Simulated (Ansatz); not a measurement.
A plane-wave DFT run in Ansatz 0.2.0 (scalar-relativistic PAW potentials unless the input names others): input and command.

```yaml
crystal:
  lattice:
    - [1.8033376421, 1.0411574731, 3.4486465495]
    - [-1.8033376421, 1.0411574731, 3.4486465495]
    - [0.0, -2.0823149462, 3.4486465495]
  atoms:
    - { symbol: As, position: [0.241884033, 0.241884033, 0.241884033] }
    - { symbol: As, position: [0.758115967, 0.758115967, 0.758115967] }
basis:
  ecutwfc: 420
  ecutrho_ratio: 9
kpoints:
  mp_grid: { grid: [12, 12, 12] }
hamiltonian:
  xc: pbe
scf:
  occupations: { method: gaussian, width: 0.1 }
output:
  forces: true
  eigenvalues: true
  stress: true
```

```bash
ansatz run input.yaml --threads 1 --pin off --max-ram 1331MiB --backend cpu --events-out ev --progress --plain --runs-dir out
```

Abridged log:
```
Basis set: ecut = 420 eV, 731 PW (Γ), exchange–correlation on 90×90×90 points (8 copies of the dense FFT grid, shifted against one another)
Bands: 19, of which v1, the nominal top of the filled ones, is band 15 counted from 1 (14 counted from 0)
Symmetry: 12 space group operations
k-points: 189 of 1728
SCF iter   1: F=—  HF=-9711.988681 eV  |F-HF|=—  |Δ(HF+E_count)|=         —  Δρ=1.38e-3  dr2=5.58e-4  ethr=1.77e-3  ⟨swp⟩=5.2  Hψ=16116  notcnv=0
SCF iter   2: F=—  HF=-9711.988450 eV  |F-HF|=—  |Δ(HF+E_count)|=   2.31e-4  Δρ=8.27e-4  dr2=2.07e-4  ethr=1.86e-6  ⟨swp⟩=1.6  Hψ=5617  notcnv=0
SCF iter   3: F=—  HF=-9711.988522 eV  |F-HF|=—  |Δ(HF+E_count)|=   7.13e-5  Δρ=2.24e-4  dr2=2.63e-5  ethr=6.89e-7  ⟨swp⟩=2.0  Hψ=6306  notcnv=0
SCF iter   4: F=—  HF=-9711.988507 eV  |F-HF|=—  |Δ(HF+E_count)|=   1.42e-5  Δρ=1.08e-4  dr2=6.08e-6  ethr=8.76e-8  ⟨swp⟩=2.0  Hψ=6416  notcnv=0
SCF iter   5: F=—  HF=-9711.988507 eV  |F-HF|=—  |Δ(HF+E_count)|=   7.45e-8  Δρ=2.61e-5  dr2=2.09e-7  ethr=2.03e-8  ⟨swp⟩=2.0  Hψ=6416  notcnv=0
SCF iter   6: F=-9711.988507 eV  HF=-9711.988507 eV  |F-HF|=2.30e-8  |Δ(HF+E_count)|=   5.42e-8  Δρ=7.49e-6  dr2=1.78e-8  ethr=3.33e-10  ⟨swp⟩=5.1  Hψ=16288  notcnv=0
SCF 1 converged in 6 iterations: F = -9711.988507 eV  dr2 = 1.78e-8
SCF converged after 6 iterations
Free energy (F): -9711.988507 eV
Harris-Foulkes:  -9711.988507 eV  (|F-HF|=2.30e-8)
Internal energy: -9711.986868 eV  (E = F + TS)
E sigma→0 (E₀):  -9711.987688 eV
Entropy (-TS):   -0.001640 eV (-0.820 meV/atom)
Fermi energy:    12.051793 eV
--- Forces (eV/Å), atoms counted from 1 ---
  atom   1  As     0.00000000     0.00000000    -0.76734236
  atom   2  As     0.00000000     0.00000000     0.76734236
--- Stress (GPa, compression-positive) ---
        7.810656       0.000000       0.000000
        0.000000       7.810656       0.000000
        0.000000       0.000000      -0.082124
  P = ⅓ Tr σ = 5.1797 GPa (51.797 kbar)
```

Apart from outputs and empty bands, the input differs from a reference run on usual settings in basis.ecutrho_ratio: not typed → 9. The reference, at the same geometry (not necessarily relaxed), gave pressure 5.18 GPa, largest force 0.767 eV/Å, no gap on the mesh. This run converged in 6 SCF iterations (reference: 6) with an energy at zero smearing within 0.01 meV/atom of the reference's, pressure 5.18 GPa, largest force 0.767 eV/Å, no gap on the mesh.